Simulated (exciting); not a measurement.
# GaP (F-43m) in exciting: equation of state

Aim: energy against volume of GaP in PBE, for its equilibrium volume and stiffness.

All numbers are computed with exciting (release sodium); they aren't measurements. Logs are shortened: lines on timing, memory, paths and dates and some standing lists are left out, and cuts for length are marked.

**Measured values to compare with.**

“Phosphorous dimerization in GaP at high pressure”, 2017, arxiv:1709.06667 reports, for a bulk crystal of GaP: bulk modulus 87.5 ± 0.6 GPa.

How close the calculation comes is told below.

## 1. Starting point

Symmetry: F-43m, No. 216, cubic system. The conventional cell has a = 5.451 Å, b = 5.451 Å, c = 5.451 Å, α = 90.00°, β = 90.00°, γ = 90.00°. Ga (site symmetry -43m) has 4 P at 2.36 Å as nearest neighbours. P (site symmetry -43m) is surrounded by 4 Ga at 2.36 Å.

## 2. Equation of state, PBE, 19.03 Å³/atom (volume scaled by 0.94)

The input, input.xml:

```xml
<input>
  <title>GaP</title>
  <structure speciespath="./" tshift="false">
    <crystal scale="1">
      <basevect>0.000000000000 5.044845068525 5.044845068525</basevect>
      <basevect>5.044845068525 0.000000000000 5.044845068525</basevect>
      <basevect>5.044845068525 5.044845068525 0.000000000000</basevect>
    </crystal>
    <species speciesfile="Ga.xml" rmt="2">
      <atom coord="0.000000000000 0.000000000000 0.000000000000"/>
    </species>
    <species speciesfile="P.xml" rmt="2">
      <atom coord="0.750000000000 0.750000000000 0.750000000000"/>
    </species>
  </structure>
  <groundstate do="fromscratch" ngridk="8 8 8" rgkmax="9" gmaxvr="14" lmaxapw="10" lmaxmat="10" lmaxvr="8" xctype="GGA_PBE" stype="Fermi Dirac" swidth="0.00183747" nempty="10" ValenceRelativity="iora*" epsengy="1e-05" epspot="1e-05" maxscl="60" outputlevel="normal"/>
</input>
```

Potentials or basis: all-electron LAPW+lo, shipped species files, valence relativity iora*.

The run is started by

```bash
$ OMP_NUM_THREADS=1 exciting_smp
```

INFO.OUT:

```text
================================================================================
EXCITING SODIUM started
[... 10 lines left out ...]

 Lattice vectors (cartesian) :
      0.0000000000      5.0448450685      5.0448450685
      5.0448450685      0.0000000000      5.0448450685
      5.0448450685      5.0448450685      0.0000000000

 Reciprocal lattice vectors (cartesian) :
     -0.6227332279      0.6227332279      0.6227332279
      0.6227332279     -0.6227332279      0.6227332279
      0.6227332279      0.6227332279     -0.6227332279

 Unit cell volume                           :     256.7872730579
 Brillouin zone volume                      :       0.9659754959

 Species :    1 (Ga)
     parameters loaded from                 :    Ga.xml
     name                                   :    gallium
     nuclear charge                         :     -31.00000000
     electronic charge                      :      31.00000000
     atomic mass                            :  127097.25380000
     muffin-tin radius                      :       2.00000000
     # of radial points in muffin-tin       :     350

     atomic positions (lattice) :
       1 :   0.00000000  0.00000000  0.00000000

 Species :    2 (P)
     parameters loaded from                 :    P.xml
     name                                   :    phosphorus
     nuclear charge                         :     -15.00000000
     electronic charge                      :      15.00000000
     atomic mass                            :   56461.71408000
     muffin-tin radius                      :       2.00000000
     # of radial points in muffin-tin       :     300

     atomic positions (lattice) :
       1 :   0.75000000  0.75000000  0.75000000

 Total number of atoms per unit cell        :       2

 Spin treatment                             :    spin-unpolarised

 Number of Bravais lattice symmetries       :      48
 Number of crystal symmetries               :      24

 k-point grid                               :       8    8    8
 Total number of k-points                   :      43
 k-point set is reduced with crystal symmetries

 R^MT_min * |G+k|_max (rgkmax)              :       9.00000000
 Species with R^MT_min                      :       1 (Ga)
 Maximum |G+k| for APW functions            :       4.50000000
 Maximum |G| for potential and density      :      14.00000000

 G-vector grid sizes                        :      32    32    32
 Total number of G-vectors                  :   11935

 Maximum angular momentum used for
     APW functions                          :      10
     computing H and O matrix elements      :      10
     potential and density                  :       8
     inner part of muffin-tin               :       2

 Total nuclear charge                       :     -46.00000000
 Total electronic charge                    :      46.00000000
 Total core charge                          :      28.00000000
 Total valence charge                       :      18.00000000

 Number of empty states                     :      10
 Total number of valence states             :      20

 Maximum Hamiltonian size                   :     429
 Maximum number of plane-waves              :     411
 Total number of local-orbitals             :      18

 Exchange-correlation type                  :      20
[... 23 lines left out ...]
+ SCF iteration number :    1                                                  +
++++++++++++++++++++++++++++++++++++++++++++++++++++++++++++++++++++++++++++++++
 Total energy                               :     -2285.33420277
 _______________________________________________________________
 Fermi energy                               :         0.22649114
 Kinetic energy                             :      2326.98657070
 Coulomb energy                             :     -4513.36334919
 Exchange energy                            :       -96.85597866
 Correlation energy                         :        -2.10144563

 DOS at Fermi energy (states/Ha/cell)       :         0.00000003

 Electron charges :
     core                                   :        28.00000000
     core leakage                           :         0.00719074
     valence                                :        18.00000000
     interstitial                           :         4.18200588
     charge in muffin-tin spheres :
                  atom     1    Ga          :        28.78220064
                  atom     2     P          :        13.03579348
     total charge in muffin-tins            :        41.81799412
     total charge                           :        46.00000000

 Estimated fundamental gap                  :         0.07535579
        valence-band maximum at    1      0.0000  0.0000  0.0000
     conduction-band minimum at   22      0.3750  0.3750  0.0000

++++++++++++++++++++++++++++++++++++++++++++++++++++++++++++++++++++++++++++++++
+ SCF iteration number :    2                                                  +
++++++++++++++++++++++++++++++++++++++++++++++++++++++++++++++++++++++++++++++++
 Total energy                               :     -2286.56221407
 _______________________________________________________________
 Fermi energy                               :         0.23178519
 Kinetic energy                             :      2326.28079693
 Coulomb energy                             :     -4513.85565795
 Exchange energy                            :       -96.88414619
 Correlation energy                         :        -2.10320686

 DOS at Fermi energy (states/Ha/cell)       :         0.00000040

 Electron charges :
     core                                   :        28.00000000
     core leakage                           :         0.00710173
     valence                                :        18.00000000
     interstitial                           :         4.22182576
     charge in muffin-tin spheres :
                  atom     1    Ga          :        28.84042213
                  atom     2     P          :        12.93775211
     total charge in muffin-tins            :        41.77817424
     total charge                           :        46.00000000

 Estimated fundamental gap                  :         0.06600166
        valence-band maximum at    1      0.0000  0.0000  0.0000
     conduction-band minimum at   27      0.5000  0.5000  0.0000

 RMS change in effective potential (target) :  0.662497E-01  ( 0.100000E-04)
 Absolute change in total energy   (target) :   1.22801      ( 0.100000E-04)
 Charge distance                   (target) :  0.494530E-02  ( 0.100000E-04)

++++++++++++++++++++++++++++++++++++++++++++++++++++++++++++++++++++++++++++++++
+ SCF iteration number :    3                                                  +
++++++++++++++++++++++++++++++++++++++++++++++++++++++++++++++++++++++++++++++++
 Total energy                               :     -2286.61327909
 _______________________________________________________________
 Fermi energy                               :         0.23482907
 Kinetic energy                             :      2326.14630193
 Coulomb energy                             :     -4513.77821086
 Exchange energy                            :       -96.87740992
 Correlation energy                         :        -2.10396025
[... 259 lines left out ...]
 Electron charges :
     core                                   :        28.00000000
     core leakage                           :         0.00706242
     valence                                :        18.00000000
     interstitial                           :         4.27824600
     charge in muffin-tin spheres :
                  atom     1    Ga          :        28.87568811
                  atom     2     P          :        12.84606589
     total charge in muffin-tins            :        41.72175400
     total charge                           :        46.00000000

 Estimated fundamental gap                  :         0.05589575
        valence-band maximum at    1      0.0000  0.0000  0.0000
     conduction-band minimum at   27      0.5000  0.5000  0.0000

 RMS change in effective potential (target) :  0.152933E-07  ( 0.100000E-04)
 Absolute change in total energy   (target) :  0.725636E-05  ( 0.100000E-04)
 Charge distance                   (target) :  0.118242E-07  ( 0.100000E-04)

++++++++++++++++++++++++++++++++++++++++++++++++++++++++++++++++++++++++++++++++
+ SCF iteration number :   12                                                  +
++++++++++++++++++++++++++++++++++++++++++++++++++++++++++++++++++++++++++++++++
 Total energy                               :     -2286.25097769
 _______________________________________________________________
 Fermi energy                               :         0.23775065
 Kinetic energy                             :      2326.12955649
 Coulomb energy                             :     -4513.41872875
 Exchange energy                            :       -96.85719173
 Correlation energy                         :        -2.10461370

 DOS at Fermi energy (states/Ha/cell)       :         0.00000551

 Electron charges :
     core                                   :        28.00000000
     core leakage                           :         0.00706242
     valence                                :        18.00000000
     interstitial                           :         4.27824600
     charge in muffin-tin spheres :
                  atom     1    Ga          :        28.87568813
                  atom     2     P          :        12.84606588
     total charge in muffin-tins            :        41.72175400
     total charge                           :        46.00000000

 Estimated fundamental gap                  :         0.05589574
        valence-band maximum at    1      0.0000  0.0000  0.0000
     conduction-band minimum at   27      0.5000  0.5000  0.0000

 RMS change in effective potential (target) :  0.335893E-08  ( 0.100000E-04)
 Absolute change in total energy   (target) :  0.182459E-05  ( 0.100000E-04)
 Charge distance                   (target) :  0.198213E-08  ( 0.100000E-04)

++++++++++++++++++++++++++++++++++++++++++++++++++++++++++++++++++++++++++++++++
| Convergency criteria checked for the last 2 iterations                       +
| Convergence targets achieved. Performing final SCF iteration                 +
++++++++++++++++++++++++++++++++++++++++++++++++++++++++++++++++++++++++++++++++
 Total energy                               :     -2286.25097757
 _______________________________________________________________
 Fermi energy                               :         0.23775065
 Kinetic energy                             :      2326.12955658
 Coulomb energy                             :     -4513.41872872
 Exchange energy                            :       -96.85719173
 Correlation energy                         :        -2.10461370

 DOS at Fermi energy (states/Ha/cell)       :         0.00000551

 Electron charges :
     core                                   :        28.00000000
     core leakage                           :         0.00706242
     valence                                :        18.00000000
     interstitial                           :         4.27824600
     charge in muffin-tin spheres :
                  atom     1    Ga          :        28.87568812
                  atom     2     P          :        12.84606588
     total charge in muffin-tins            :        41.72175400
     total charge                           :        46.00000000

 Estimated fundamental gap                  :         0.05589574
        valence-band maximum at    1      0.0000  0.0000  0.0000
     conduction-band minimum at   27      0.5000  0.5000  0.0000

++++++++++++++++++++++++++++++++++++++++++++++++++++++++++++++++++++++++++++++++
[... 9 lines left out ...]
| EXCITING SODIUM stopped                                                      =
================================================================================
```

It took 2 min on 1 thread of Arm Neoverse V1, shared host; peak memory 0.13 GiB.

What came out:

| Item | Value |
| --- | --- |
| Free energy | -62212.0584 eV |
| Band gap on the k mesh | 1.52 eV, indirect (least direct gap 2.34 eV) |
| All electrons inside the program's atomic spheres | Ga 28.88; P 12.85 (radii Ga 2.0, P 2.0 bohr) |

[end of part 1 of 2]
